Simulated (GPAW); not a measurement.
## How the form of the self-energy moves the gap of BeTe (F-43m)

How much does the gap of BeTe (F-43m) depend on the approximation to the self-energy?

Main program and level: GPAW 26.7.0; PBE and many-body steps on it, plane waves.

Report form: the programs' logs are mostly left out.

The database entry behind the starting cell differs from later determinations by our own check (an axis about 1.5 % short against later determinations), so it need not match the best structure at ambient conditions.

## (1) Starting point

The structure is cubic, space group F-43m (No. 216). The conventional cell has a = 5.540 Å, b = 5.540 Å, c = 5.540 Å, α = 90.00°, β = 90.00°, γ = 90.00°. Nearest to Be lie 4 Te at 2.40 Å. Nearest to Te lie 4 Be at 2.40 Å. Farther neighbours and most contacts between anions are not listed.

Coordinates:

```xyz
2
Lattice="0.0000 2.7700 2.7700 2.7700 0.0000 2.7700 2.7700 2.7700 0.0000" Properties=species:S:1:pos:R:3 pbc="T T T"
Be    0.0000    0.0000    0.0000
Te    1.3850    1.3850    1.3850
```

The cell and positions come from the Crystallography Open Database and are kept as given unless a step says otherwise. Spin-orbit coupling is left out unless a step names it.

## (2) Empty states on the mesh, 6×6×6 mesh, 233 bands

This step: GPAW 26.7.0; DFT, PBE, plane waves, PAW.

The sums over transitions need many empty states on a uniform mesh; this step solves for them.

run.py reads:

```python
import json
import numpy as np
from gpaw.mpi import world
from gpaw import GPAW

calc = GPAW('gs.gpw').fixed_density(kpts={'size': (6, 6, 6), 'gamma': True},
    parallel={'domain': 1, 'band': 1},
    txt='nscf.txt')
calc.diagonalize_full_hamiltonian(nbands=233)
calc.write('full.gpw', mode='all')
res = {}
kpts = calc.get_ibz_k_points()
res['kpts'] = kpts
res['eigenvalues'] = [calc.get_eigenvalues(kpt=k) for k in range(len(kpts))]
res['n_electrons'] = calc.get_number_of_electrons()

if world.rank == 0:
    with open('result.json', 'w') as f:
        json.dump(res, f, default=lambda x: x.tolist())
```

Started as:

```console
> mpirun -n 12 gpaw python run.py
```

Elapsed: 23 s, on 12 MPI ranks of AMD EPYC 7R43, shared host; peak memory 3.4 GiB; 2.3 min of CPU time.

This step gave:

| Item | Value |
| --- | --- |
| gap | 1.858 eV |
| k of the valence top | 0, 0, 0 |
| k of the conduction bottom | 0.5, 0.5, 0 |
| least direct gap | 3.585 eV |
| k points computed | 16 |
| lowest point of the top converged band, above the valence top | 162.7746 eV |

On this mesh the gap is 1.858 eV.

## (3) G0W0, Godby-Needs plasmon pole

Now the one-shot GW correction: screening in the RPA, then the self-energy of the levels asked for.

This step: G0W0 with a vertex from the rALDA kernel on PBE, plane waves, PAW.

run.py reads:

```python
import json
import numpy as np
from gpaw.mpi import world
from gpaw.response.g0w0 import G0W0

gw = G0W0('full.gpw',
    filename='gw',
    kpts=[0, 12],
    bands=(2, 6),
    ecut=175,
    nbands=223,
    integrate_gamma='WS',
    ppa=True,
    xc='rALDA',
    fxc_mode=None,
    fxc_modes=['GWP', 'GWS', 'GWG'],
    do_GW_too=True)
gw.calculate()
res = {mode: {k: v for k, v in r.items() if k != 'sigma_eskwn'}
       for mode, r in gw.all_results.items()}

if world.rank == 0:
    with open('result.json', 'w') as f:
        json.dump(res, f, default=lambda x: x.tolist())
```

Started as:

```console
> mpirun -n 12 gpaw python run.py
```

Wall time 26 min (12 MPI ranks); peak memory 11 GiB; 3 h of CPU time.

Numbers from this step:

```yaml
gap_with_the_vertex_in_the_polarisability: 2.490 eV
gap_with_the_vertex_in_the_self_energy: 2.696 eV
gap_with_the_vertex_in_both: 2.614 eV
g0w0_gap_on_the_points_computed: 2.581 eV
least_direct_g0w0_gap_on_the_computed_points: 4.536 eV
z_at_the_valence_top: 0.8011
z_at_the_conduction_bottom: 0.8122
starting_gap_on_the_mesh: 1.858 eV
k_of_the_valence_top: 0, 0, 0
k_of_the_conduction_bottom: 0.5, 0.5, 0
```

The gap on the mesh goes from 1.86 eV to 2.58 eV, a correction of +0.72 eV.

## (4) G0W0 with rALDA vertex

Changes to run.py since step 3:

```diff
@@ -9,4 +9,4 @@
     bands=(2, 6),
-    ecut=175,
-    nbands=223,
+    ecut=105,
+    nbands=103,
     integrate_gamma='WS',
@@ -14,5 +14,3 @@
     xc='rALDA',
-    fxc_mode=None,
-    fxc_modes=['GWP', 'GWS', 'GWG'],
-    do_GW_too=True)
+    fxc_mode='GWG')
 gw.calculate()
```

Started as:

```console
> mpirun -n 12 gpaw python run.py
```

The job ended after 5.9 min (12 MPI ranks; peak memory 6.5 GiB; 32 min of CPU time).

Numbers from this step:

```
quasiparticle gap on the points computed              : 2.588 eV
least direct quasiparticle gap on the computed points : 4.555 eV
Z at the valence top                                  : 0.8091
Z at the conduction bottom                            : 0.8234
starting gap on the mesh                              : 1.858 eV
k of the valence top                                  : 0, 0, 0
k of the conduction bottom                            : 0.5, 0.5, 0
```

Against G0W0 in GPAW (6×6×6 mesh, 223 bands, screening to 175 eV, Godby-Needs plasmon pole), the gap moves by +0.007 eV.

## (5) Side by side

Times are wall times on 12 MPI ranks of AMD EPYC 7R43, shared host, good to a factor of about two.

| run | mesh | bands | screening cutoff (eV) | DFT gap (eV) | gap on the mesh (eV) | direct (eV) | time |
| --- | --- | --- | --- | --- | --- | --- | --- |
| G0W0, Godby-Needs plasmon pole | 6×6×6 | 223 | 175 | 1.858 | 2.581 | 4.536 | 26 min |
| G0W0 with rALDA vertex | 6×6×6 | 103 | 105 | 1.858 | 2.588 | 4.555 | 5.9 min |

## (6) What came out

```json
{
 "G0W0, Godby-Needs plasmon pole": "2.581 eV",
 "G0W0 with rALDA vertex": "2.588 eV",
 "known limits": "not at the basis limit; no spin-orbit coupling"
}
```

What this shows: G0W0 with rALDA vertex: +0.007 eV against G0W0, Godby-Needs plasmon pole, at other bands or cutoff, so not like for like. With the rALDA kernel as a vertex the gap is 2.49 eV (in the polarisability), 2.70 eV (in the self-energy) and 2.61 eV (in both), against 2.58 eV without. Bands and cutoff are finite, so the gap is not at the basis limit. The miss can reach some tenths of an eV and take either sign; the mesh is an error of its own. These stock PAW sets were not made for GW; the filled d or f shell of Te lies in the frozen core, which bears on start and correction. In the G0W0 runs levels were corrected at 2 k points alone, so a gap called «on the mesh» is the least over those, and an edge elsewhere would be missed. The many-body steps are scalar-relativistic: spin-orbit coupling is not in them.

[Paths, hosts, dates, memory and timing lines, banners, echoed tables and standing remarks are left out of the program output.]

[Logs are printed without paths, hosts, clocks, repeated set-up lines and the standing remarks that a program may print on its own settings, such as how far it seeks lower states.]

[Runs of the session that timed out or met a known fault of the program may be left out.]

[Hosts, paths, dates, database ids (printed as entryN), source tags and the programs' standing remarks are cut or masked in the printed files.]
